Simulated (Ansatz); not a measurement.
# Dielectric response of KBr (110) films

Aim: the electronic and static ε of rocksalt KBr (110) from films of three thicknesses in a field.

Method: plane-wave DFT, PBEsol, Ansatz PAW, in the first sound run; inputs show where later runs differ, in Ansatz 0.2.0.

This is a report of a sequence of runs, with most program output left out.

**1. Starting point**

The cell holds 10 atoms: 5 K and 5 Br. Cell: a = 4.667 Å, b = 6.600 Å, c = 27.334 Å, α = 90.0°, β = 90.0°, γ = 90.0°. It derives from KBr (rocksalt KBr). Vacuum lies along c.

**2. Relaxation, 10 atoms, units 5**

The structure is relaxed first, because levels and dipoles at a surface follow the positions of the outer atoms.

Input file input.yaml:

```yaml
crystal:
  lattice:
    - [4.66690476, 0.0, 0.0]
    - [0.0, 6.6, 0.0]
    - [0.0, 0.0, 27.3338095117]
  atoms:
    - { symbol: K, position: [0.5, 0.5, 0.3292625565] }
    - { symbol: Br, position: [0.5, 0.0, 0.3292625565] }
    - { symbol: K, position: [0.0, 0.0, 0.4146312783] }
    - { symbol: Br, position: [0.0, 0.5, 0.4146312783] }
    - { symbol: K, position: [0.5, 0.5, 0.5] }
    - { symbol: Br, position: [0.5, 0.0, 0.5] }
    - { symbol: K, position: [0.0, 0.0, 0.5853687217] }
    - { symbol: Br, position: [0.0, 0.5, 0.5853687217] }
    - { symbol: K, position: [0.5, 0.5, 0.6707374435] }
    - { symbol: Br, position: [0.5, 0.0, 0.6707374435] }
kpoints:
  mp_grid: { grid: [6, 4, 1] }
hamiltonian:
  xc: pbesol
scf:
  occupations: { method: fixed }
  convergence: { dr2_threshold: 1.0e-09 }
efield:
  axis: 3
  dipole_correction: true
  ramp_position: 0.97
  ramp_width: 0.06
relax:
  f_tol: 0.003
  max_steps: 100
output:
  write_potential: true
  write_density: true
  volumetric_format: npy
```

On the command line:

```bash
$ ansatz run input.yaml --threads 4 --pin off --max-ram 12288MiB --backend cpu --events-out ev --progress --plain --runs-dir out
```

It took 41 s on 4 threads of Arm Neoverse V1, shared host; peak memory 1.3 GiB; 2.7 min of CPU time.

Relaxation path:

```
step  energy less that of the first step (eV)  largest force component (eV/Å)
   1                                   0.0000                          0.2238
   2                                  -0.0382                          0.0992
   3                                  -0.0526                          0.0231
   4                                  -0.0530                          0.0029
```

The run keeps the 4 symmetry operations that it works with, so distortions that break them were not tested.

The atoms that moved most (Å):

```
atom     dx     dy      dz  length
  K1  0.000  0.000   0.200   0.200
  K9  0.000  0.000  -0.200   0.200
Br10  0.000  0.000  -0.098   0.098
 Br2  0.000  0.000   0.098   0.098
  K7  0.000  0.000   0.025   0.025
  K3  0.000  0.000  -0.025   0.025
 Br8  0.000  0.000  -0.022   0.022
 Br4  0.000  0.000   0.022   0.022
```

Numbers from this step:

```
gap on the k-mesh             : 3.864 eV
dipole along the normal       : 6.75e-7 e·Å
ionisation energy, upper face : 5.591 eV
electron affinity, upper face : 1.727 eV
```

Running mean over 2.333 Å of the planar mean; the ramp of the sawtooth is left out. Electron's electrostatic potential energy less the highest filled level against z:

```
z (Å)  electron's electrostatic potential energy less the highest filled level (eV)
    4                                                                          5.59
    5                                                                          5.59
    6                                                                          5.58
    7                                                                          5.37
    8                                                                          2.84
    9                                                                         0.500
   10                                                                       -0.0718
   11                                                                         0.238
   12                                                                         0.411
   13                                                                         0.422
   14                                                                         0.430
   15                                                                         0.413
   16                                                                         0.357
   17                                                                        -0.110
   18                                                                         0.333
   19                                                                          1.62
   20                                                                          4.98
   21                                                                          5.56
   22                                                                          5.59
   23                                                                          5.59
   24                                                                          5.59
```

The relaxation took 4 steps and lowered the energy by 0.053 eV; the largest force on the free atoms ends at 0.0029 eV/Å.

The gap is 3.86 eV, with the valence edge 5.59 eV and the conduction edge 1.73 eV under the upper vacuum level.

**3. The relaxed film, single point, 10 atoms, units 5**

The film was relaxed beforehand; a single point on the relaxed positions gives its levels and potential.

input.yaml, the sections that differ from step 2:

```yaml
crystal:
  lattice:
    - [4.66690476, 0.0, 0.0]
    - [0.0, 6.6, 0.0]
    - [0.0, 0.0, 27.3338095117]
  atoms:
    - { symbol: K, position: [0.5, 0.5, 0.3365641113] }
    - { symbol: Br, position: [0.5, 0.0, 0.3328392487] }
    - { symbol: K, position: [0.0, 0.0, 0.4137159702] }
    - { symbol: Br, position: [0.0, 0.5, 0.4154258125] }
    - { symbol: K, position: [0.5, 0.5, 0.5000000026] }
    - { symbol: Br, position: [0.5, 0.0, 0.4999999984] }
    - { symbol: K, position: [0.0, 0.0, 0.5862840321] }
    - { symbol: Br, position: [0.0, 0.5, 0.5845741852] }
    - { symbol: K, position: [0.5, 0.5, 0.6634358913] }
    - { symbol: Br, position: [0.5, 0.0, 0.6671607476] }
output:
  eigenvalues: true
  write_potential: true
  write_density: true
  volumetric_format: npy
# kpoints, hamiltonian, scf, efield: as in step 2
# relax: removed
```

Wall time 16 s (4 threads); peak memory 1.4 GiB.

This step gave:

| Quantity | Value |
| --- | --- |
| dipole along the normal | 6.45e-7 e·Å |
| electron affinity, upper face | 1.728 eV |

Running mean over 2.333 Å of the planar mean; the ramp of the sawtooth is left out. Electron's electrostatic potential energy less the highest filled level against z:

```
z (Å)  electron's electrostatic potential energy less the highest filled level (eV)
  3.5                                                                          5.59
  4.0                                                                          5.59
  4.5                                                                          5.59
  5.0                                                                          5.59
  5.5                                                                          5.59
  6.0                                                                          5.58
  6.5                                                                          5.54
  7.0                                                                          5.37
  7.5                                                                          4.60
  8.0                                                                          2.84
  8.5                                                                          1.16
  9.0                                                                         0.500
  9.5                                                                         0.237
 10.0                                                                       -0.0718
 10.5                                                                       -0.0634
 11.0                                                                         0.238
 11.5                                                                         0.383
 12.0                                                                         0.411
 12.5                                                                         0.414
 13.0                                                                         0.422
 13.5                                                                         0.431
 14.0                                                                         0.430
 14.5                                                                         0.418
 15.0                                                                         0.413
 15.5                                                                         0.408
 16.0                                                                         0.357
 16.5                                                                         0.133
 17.0                                                                        -0.110
 17.5                                                                       0.00938
 18.0                                                                         0.333
 18.5                                                                         0.622
 19.0                                                                          1.62
 19.5                                                                          3.49
 20.0                                                                          4.98
 20.5                                                                          5.46
 21.0                                                                          5.56
 21.5                                                                          5.58
 22.0                                                                          5.59
 22.5                                                                          5.59
 23.0                                                                          5.59
 23.5                                                                          5.59
 24.0                                                                          5.59
```

The gap is 3.86 eV, with the valence edge 5.59 eV and the conduction edge 1.73 eV under the upper vacuum level.

**4. Atoms held, 10 atoms, units 5, field 0.1 V/Å**

A sawtooth potential applies the field, turning back in the middle of the vacuum. With the dipole correction the typed value is the field outside the slab. The induced dipole is small, so the SCF threshold is tight.

Edit input.yaml of step 3 so:

```diff
@@ -22,3 +22,3 @@
   occupations: { method: fixed }
-  convergence: { dr2_threshold: 1.0e-09 }
+  convergence: { dr2_threshold: 1.0e-10 }
 efield:
@@ -28,4 +28,4 @@
   ramp_width: 0.06
+  amplitude: 0.1
 output:
-  eigenvalues: true
   write_potential: true
```

Wall time 17 s (4 threads); peak memory 1.4 GiB.

Numbers from this step:

| Item | Value |
| --- | --- |
| gap on the k-mesh | 3.617 eV |
| dipole along the normal | 0.1272 e·Å |

The dipole is 0.127 e·Å, and the gap on the mesh 3.617 eV.

**5. Single point, 10 atoms, units 5, field -0.1 V/Å**

Edit input.yaml of step 4 so:

```diff
@@ -28,3 +28,3 @@
   ramp_width: 0.06
-  amplitude: 0.1
+  amplitude: -0.1
 output:
```

Elapsed: 18 s, on 4 threads; peak memory 1.4 GiB; 68 s of CPU time.

The dipole is -0.127 e·Å, and the gap on the mesh 3.617 eV.

**6. Response with the atoms held, 10 atoms, units 5**

This step: plane-wave DFT, PBEsol, Ansatz PAW; response to a field along the normal, atoms held (Ansatz 0.2.0).

The two fields give this film's response with the atoms held: the electronic part.

Numbers from this step:

| Property | Result |
| --- | --- |
| equivalent conductor thickness p/(ε₀AE) | 7.475 Å |
| distance between the outer atoms | 9.138 Å |
| thickness | 11.67 Å |
| inner field over outer field | 0.3882 |
| local ε in the middle | 2.576 |

Local field over the applied field, running mean. From the potentials at -0.1 and 0.1 V/Å; running mean over 2.333 Å, taken twice. Table of local field over applied field by z:

z (Å), local field over applied field and a bar from the least value:
```
        5      0.994 ##############################
        6      0.960 ############################
        7      0.842 #######################
        8      0.632 #############
        9      0.438 ####
       10      0.359 
       11      0.367 #
       12      0.386 #
       13      0.388 ##
       14      0.388 #
       15      0.389 ##
       16      0.375 #
       17      0.356 
       18      0.397 ##
       19      0.558 #########
       20      0.779 ####################
       21      0.933 ###########################
       22      0.988 ##############################
       23      0.998 ##############################
```

Electrons, planar mean, per unit field. Induced electron density against z:

```
z (Å)  induced electron density (e/Å³ per V/Å)
  4.5                                   4.9e-6
  5.0                                   1.4e-5
  5.5                                   4.2e-5
  6.0                                   1.1e-4
  6.5                                   3.0e-4
  7.0                                   7.3e-4
  7.5                                  0.00156
  8.0                                  0.00246
  8.5                                  0.00200
  9.0                                   6.5e-4
  9.5                                  -3.1e-4
 10.0                                  -8.4e-4
 10.5                                   3.0e-4
 11.0                                   2.6e-4
 11.5                                  -3.6e-4
 12.0                                  -8.3e-4
 12.5                                   1.2e-4
 13.0                                   9.5e-4
 13.5                                   2.4e-4
 14.0                                  -5.2e-4
 14.5                                  -9.0e-4
 15.0                                   3.5e-4
 15.5                                   7.7e-4
 16.0                                   1.4e-4
 16.5                                  -4.4e-4
 17.0                                   7.4e-5
 17.5                                   9.2e-4
 18.0                                  -5.4e-5
 18.5                                 -0.00103
 19.0                                 -0.00238
 19.5                                 -0.00222
 20.0                                 -0.00124
 20.5                                  -5.4e-4
 21.0                                  -2.2e-4
 21.5                                  -8.2e-5
 22.0                                  -2.9e-5
 22.5                                  -1.0e-5
 23.0                                  -3.4e-6
```

By hand: between -0.1 and 0.1 V/Å the dipole changes by 0.2545 e·Å, a slope of 1.272 e·Å²/V. A perfect conductor of thickness t has p = ε₀AEt, so t = 180.95 × 1.272 / 30.802 = 7.48 Å (e/ε₀ = 180.95 V·Å, A in Å²).

The induced dipole is that of a conductor 7.48 Å thick.

**7. Field on, atoms free, 10 atoms, field 0.05 V/Å**

This step: plane-wave DFT, PBEsol, Ansatz PAW (Ansatz 0.2.0).

Now the atoms may follow the field. A weak field makes forces of meV/Å to tens of meV/Å, so the force tolerance is set well below the usual one.

Edit input.yaml of step 5 so:

```diff
@@ -28,3 +28,6 @@
   ramp_width: 0.06
-  amplitude: -0.1
+  amplitude: 0.05
+relax:
+  f_tol: 0.0006
+  max_steps: 70
 output:
```

The job ended after 40 s (4 threads; peak memory 1.3 GiB).

The steps of the relaxation:

```
step  energy less that of the first step (eV)  largest force component (eV/Å)
   1                                   0.0000                          0.0254
   2                                  -0.0007                          0.0062
   3                                  -0.0007                          0.0006
   4                                  -0.0007                          0.0002
```

The run keeps the 4 symmetry operations that it works with, so distortions that break them were not tested.

The atoms that moved most (Å):

```
atom     dx     dy      dz  length
Br10  0.000  0.000  -0.014   0.014
  K1  0.000  0.000   0.014   0.014
 Br2  0.000  0.000  -0.013   0.013
  K9  0.000  0.000   0.012   0.012
 Br6  0.000  0.000  -0.012   0.012
  K5  0.000  0.000   0.012   0.012
```

Final coordinates:

```xyz
10
Lattice="4.6669 0.0000 0.0000 0.0000 6.6000 0.0000 0.0000 0.0000 27.3338" Properties=species:S:1:pos:R:3
K     2.3335    3.3000    9.2133
Br    2.3335    0.0000    9.0847
K     0.0000    0.0000   11.3054
Br    0.0000    3.3000   11.3585
K     2.3335    3.3000   13.6787
Br    2.3335    0.0000   13.6550
K     0.0000    0.0000   16.0217
Br    0.0000    3.3000   15.9834
K     2.3335    3.3000   18.1463
Br    2.3335    0.0000   18.2219
```

This step gave:

* gap on the k-mesh: 3.830 eV
* dipole along the normal: 0.09229 e·Å

The relaxation took 4 steps and lowered the energy by 7.2e-4 eV; the largest force on the free atoms ends at 2.2e-4 eV/Å.

The dipole is 0.0923 e·Å, and the gap on the mesh 3.830 eV.

**8. Field on, atoms free, 10 atoms, field -0.05 V/Å**

The opposite sign, again from the field-free geometry; the difference of the two cancels what relaxes without a field.

Edit input.yaml of step 7 so:

```diff
@@ -28,3 +28,3 @@
   ramp_width: 0.06
-  amplitude: 0.05
+  amplitude: -0.05
 relax:
```

Wall time 42 s (4 threads); peak memory 1.3 GiB.

Step by step:

```
step  energy less that of the first step (eV)  largest force component (eV/Å)
   1                                   0.0000                          0.0254
   2                                  -0.0007                          0.0062
   3                                  -0.0007                          0.0006
   4                                  -0.0007                          0.0002
```

Forces are held to the 4 operations that the run works with; a distortion that breaks them can't arise in this run.

The atoms that moved most (Å):

```
atom     dx     dy      dz  length
 Br2  0.000  0.000   0.014   0.014
  K9  0.000  0.000  -0.014   0.014
Br10  0.000  0.000   0.013   0.013
  K1  0.000  0.000  -0.012   0.012
 Br6  0.000  0.000   0.012   0.012
  K5  0.000  0.000  -0.012   0.012
```

The relaxation took 4 steps and lowered the energy by 7.2e-4 eV; the largest force on the free atoms ends at 2.2e-4 eV/Å.

The dipole is -0.0923 e·Å, and the gap on the mesh 3.830 eV.

**9. Response with the atoms relaxed, 10 atoms, units 5**

This step: plane-wave DFT, PBEsol, Ansatz PAW; response to a field along the normal, atoms relaxed (Ansatz 0.2.0).

The two relaxed runs give the static response.

This step gave:

```yaml
equivalent_conductor_thickness_p_eps_0ae: 10.84 Å
distance_between_the_outer_atoms: 9.137 Å
inner_field_over_outer_field: 0.2259
local_eps_in_the_middle: 4.427
```

The local field over applied field oscillates, so the rows of the table below give means over windows of 1.57 Å about each position, cut where the curve ends. Its maxima inside the range that stand out by 2 % of the span (Å: value): 8.8: 0.303, 10.5: 0.165, 12.2: 0.247, 13.7: 0.293, 15.1: 0.247, 16.8: 0.165, 18.5: 0.303. Its minima: 8.3: 0.270, 9.8: 0.0760, 11.2: 0.0634, 12.8: 0.176, 14.5: 0.176, 16.1: 0.0634, 17.5: 0.0760, 19.1: 0.270.

Local field over the applied field, running mean. From the potentials at -0.05 and 0.05 V/Å; running mean over 2.333 Å, taken twice. Table of local field over applied field by z; means over each step:

```
z (Å)  local field over applied field
 4.91                           0.986
 6.48                           0.742
 8.05                           0.364
 9.62                           0.168
11.19                           0.117
12.76                           0.224
14.33                           0.233
15.90                           0.128
17.47                           0.148
19.04                           0.329
20.61                           0.682
22.18                           0.974
```

The induced dipole is that of a conductor 10.84 Å thick.

(Part 1 of 3 ends here.)

[Logs are printed without paths, hosts, clocks, repeated set-up lines and the standing remarks that a program may print on its own settings, such as how far it seeks lower states.]

[Hosts, paths, dates, database ids (printed as entryN), source tags and the programs' standing remarks are cut or masked in the printed files.]

[Maps of the electrostatic potential energy from Ansatz leave out the sawtooth potential of an applied field or a dipole correction, so their vacuum need not be flat; planar profiles and work functions include it.]
